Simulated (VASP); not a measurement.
Here is a VASP 6.6.1 calculation.

INCAR

```
  PREC = Accurate
  ENCUT = 520
  EDIFF = 1E-6
  ISMEAR = -1
  SIGMA = 0.02
  LREAL = Auto
  LASPH = T
  NELM = 100
  ALGO = Fast
  ISIF = 2
  LWAVE = F
  LCHARG = T
  GGA = CA
  LELF = T
  LVHAR = T
  NBANDS = 70
```

File KPOINTS:

```
regular mesh
0
Gamma
  1 1 1
```

Contents of POSCAR:

```
Cl
1.0
    7.8297350000      0.0000000000      0.0000000000
    0.0000000000      7.8297350000      0.0000000000
    0.0000000000      0.0000000000      7.8297350000
Cl
16
Direct
    0.3480833004      0.4477418457      0.6243378607
    0.1028259577      0.3697954018      0.5463403295
    0.2643639919     -0.0130144890      0.6303661618
    0.2767782051      0.0172036474      0.3634222614
    0.3761813139      0.1895211013      0.9407981241
    0.2689490768     -0.0116479038      1.0520279422
    0.7543550325      0.8771178079      0.0461062858
    0.9199417349      0.7026163721      0.0668860440
    0.7040851319      0.7788386197      0.5826378543
    0.6935356050      0.5068370769      0.6558714950
    0.2918872733      0.4679340999      0.1509246482
    0.4550345574      0.6481189976      0.2716311599
    0.6763319576      1.1441000238      0.6462926268
    0.9245268199      1.0501887995      0.6577617250
    0.8725582667      0.2850160318      0.1694821089
    1.0070455769      0.2892179620     -0.0542547098
```

Potentials or basis: VASP PAW LDA potentials, release 64 (Cl).

Run with:

```console
$ cat potpaw_LDA.64/Cl/POTCAR > POTCAR
$ mpirun -np 1 vasp_gam > vasp.out
```

(1) What does it give for the pressure?

(2) Predict the largest force.

Results:

(1) -1.3 GPa.

(2) 2.132 eV/Å.
